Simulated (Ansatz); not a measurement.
Input of an Ansatz 0.2.0 run:

The input input.yaml:

```yaml
crystal:
  lattice:
    - [0.0, 1.945, 1.945]
    - [1.945, 0.0, 1.945]
    - [1.945, 1.945, 0.0]
  atoms:
    - { symbol: Os, position_ang: [0.0, 0.0, 0.0] }
hamiltonian:
  xc: r2scan
  pseudopotentials: { kind: paw_fr }
  dispersion: rvv10
magnetization:
  noncollinear: true
  spin_orbit: true
kpoints:
  mp_grid: { grid: [12, 12, 12] }
  band_path:
    path:
      - [[0.0, 0.0, 0.0], [0.5, 0.0, 0.5], [0.5, 0.25, 0.75], [0.375, 0.375, 0.75], [0.0, 0.0, 0.0], [0.5, 0.5, 0.5], [0.625, 0.25, 0.625], [0.5, 0.25, 0.75], [0.5, 0.5, 0.5], [0.375, 0.375, 0.75]]
      - [[0.625, 0.25, 0.625], [0.5, 0.0, 0.5]]
    npoints: 14
scf:
  occupations: { method: cold, width: 0.001 }
  n_extra_bands: 6
  eigensolver: { kind: davidson }
output:
  forces: true
  stress: true
  eigenvalues: true
  fatbands: false
```

Potentials or basis: Ansatz PAW.

Launch:

```bash
$ ansatz run input.yaml --threads 1 --pin off --max-ram 2560MiB --backend cpu --events-out ev --progress --plain --runs-dir out
```

Predict the pressure.

-19.8 GPa.

What does it give for the band gap on the k mesh?

None (metal or under the smearing width).

Levels at the corners of the path, in eV from the Fermi level:
```
point  band 12  band 13  band 14  band 15  band 16  band 17  band 18  band 19  band 20  band 21
    Γ    -3.28    -3.28    -3.28    -2.56    -2.56     0.05     0.05     0.05     0.05    13.85
    X    -6.85     1.85     1.85     2.10     2.10     2.66     2.66     3.47     3.47    11.37
    W    -4.30    -4.24    -4.24    -0.82    -0.82     3.00     3.00     9.21     9.21     9.32
    K    -5.47    -2.25    -2.25     0.20     0.20     2.05     2.05     7.08     7.08     8.80
    Γ    -3.28    -3.28    -3.28    -2.56    -2.56     0.05     0.05     0.05     0.05    13.85
    L    -3.55    -2.80    -2.80    -0.53    -0.53     2.06     2.06     2.59     2.59     8.82
    U    -5.47    -2.25    -2.25     0.20     0.20     2.05     2.05     7.08     7.08     8.80
    W    -4.30    -4.24    -4.24    -0.82    -0.82     3.00     3.00     9.21     9.21     9.32
    L    -3.55    -2.80    -2.80    -0.53    -0.53     2.06     2.06     2.59     2.59     8.82
    K    -5.47    -2.25    -2.25     0.20     0.20     2.05     2.05     7.08     7.08     8.80
    U    -5.47    -2.25    -2.25     0.20     0.20     2.05     2.05     7.08     7.08     8.80
    X    -6.85     1.85     1.85     2.10     2.10     2.66     2.66     3.47     3.47    11.37
```

Caveat: so large a pressure means that the cell lies far from this level's equilibrium, or that cutoff or potentials fall short; the PAW data sets come from PBE, with cores solved anew for the run's functional, which leaves a small shift of forces and pressure.
